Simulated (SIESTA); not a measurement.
Zr:

```
Zr
1.0
     3.23200    0.00000    0.00000
    -1.61600    2.79899    0.00000
     0.00000    0.00000    5.14700
Zr
2
Cartesian
  1.6160 0.9330 3.8603
  0.0000 1.8660 1.2868
```

Base run:

* Program: SIESTA 5.4.2
* Functional: BLYP
* Potentials or basis: PseudoDojo 0.4 standard (PBE files)
* Basis: DZP (energy shift 0.002 Ry)
* Grid cutoff: 800 Ry
* Energy shift: 0.002 Ry
* k mesh: 9 × 9 × 5
* Occupations: fermi-dirac, width 0.05 eV
* Spin: no spin polarisation

Its results: band gap on the k mesh none (metal or under the smearing width); pressure 4.0 GPa.

After a change of settings the same cell gave: band gap on the k mesh none (metal or under the smearing width); pressure -2.8 GPa. Which change was it?
A. functional from BLYP to PBE; potentials or basis from PseudoDojo 0.4 standard (PBE files) to SG15 1.2 (PBE files) or PseudoDojo by element
B. functional from BLYP to PBE
C. functional from BLYP to vdW-DF-cx; basis from DZP (energy shift 0.002 Ry) to DZP (energy shift 0.002 Ry; radii capped at 9.5 bohr)

C.

Caveats: semicore shells carry a single zeta, which can move pressures by several GPa and volumes by a few percent; the potentials were made for another functional, which shifts forces and pressure; the basis of atomic orbitals isn't converged, which shifts pressures, moduli and gaps.

Not every run made on this cell is shown here.
